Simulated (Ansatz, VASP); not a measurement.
One calculation of MgO, two programs

Contents of POSCAR:

```
MgO
1.0
    0.0000000000      2.1351500000      2.1351500000
    2.1351500000      0.0000000000      2.1351500000
    2.1351500000      2.1351500000      0.0000000000
Mg O
1 1
Direct
    0.0000000000      0.0000000000      0.0000000000
    0.3594946491      0.3594946491      0.6405053509
```

Contents of INCAR.step1:

```
SYSTEM = MgO
PREC = Accurate
ENCUT = 520
ISMEAR = 0
SIGMA = 0.05
LREAL = .FALSE.
LASPH = .TRUE.
NELM = 100
NBANDS = 11
GGA = PE
ALGO = Normal
EDIFF = 1E-4
LWAVE = .TRUE.
LCHARG = .FALSE.
```

The input INCAR.step2:

```
SYSTEM = MgO
PREC = Accurate
ENCUT = 520
EDIFF = 1E-6
ISMEAR = 0
SIGMA = 0.05
LREAL = .FALSE.
LASPH = .TRUE.
NELM = 100
ALGO = Normal
ISIF = 2
LWAVE = .FALSE.
LCHARG = .FALSE.
METAGGA = R2SCAN
LMIXTAU = .TRUE.
NBANDS = 11
ISTART = 1
```

File KPOINTS:

```
regular mesh
0
G
  10 10 10
  0 0 0
```

Input for Ansatz:

```yaml
crystal:
  lattice:
    - [0.0, 2.13515, 2.13515]
    - [2.13515, 0.0, 2.13515]
    - [2.13515, 2.13515, 0.0]
  atoms:
    - { symbol: Mg, position: [0.0, 0.0, 0.0] }
    - { symbol: O, position: [0.3594946491, 0.3594946491, 0.6405053509] }
basis:
  ecutwfc: 500
kpoints:
  mp_grid: { grid: [10, 10, 10] }
hamiltonian:
  xc: r2scan
scf:
  occupations: { method: gaussian, width: 0.05 }
output:
  forces: true
  stress: true
  eigenvalues: true
```

Alike in both runs: task single point; functional r2SCAN; k mesh 10 × 10 × 10; occupations gaussian, width 0.05 eV; no spin polarisation.

|  | VASP | Ansatz |
| --- | --- | --- |
| version | VASP 6.6.1 | Ansatz 0.2.0 |
| potentials or method | VASP PAW PBE potentials, release 64 (Mg, O) | scalar-relativistic, plane waves, PAW |
| plane-wave cutoff (eV) | 520 | 500 |
| valence electrons in the cell | 8 | 16 |

VASP gave:

```
gap on the k mesh at the Fermi level (eV) : 5.14
least direct gap on the mesh (eV)         : 5.19
rms of the force components (eV/Å)        : 7.790
```

**Question.** Estimate Ansatz's values.

**Answer.** gap on the k mesh at the Fermi level (eV): 5.13; least direct gap on the mesh (eV): 5.19; rms of the force components (eV/Å): 7.471.

Atom by atom the forces differ by 0.320 eV/Å (rms over components). The functional is the same, so the differences come from potentials, cutoffs and numerics. The two sets of potentials don't hold the same shells in valence.

Caveats: the PAW data sets were made with another functional, which shifts forces and pressure a little (VASP). A k mesh can miss the band edges.
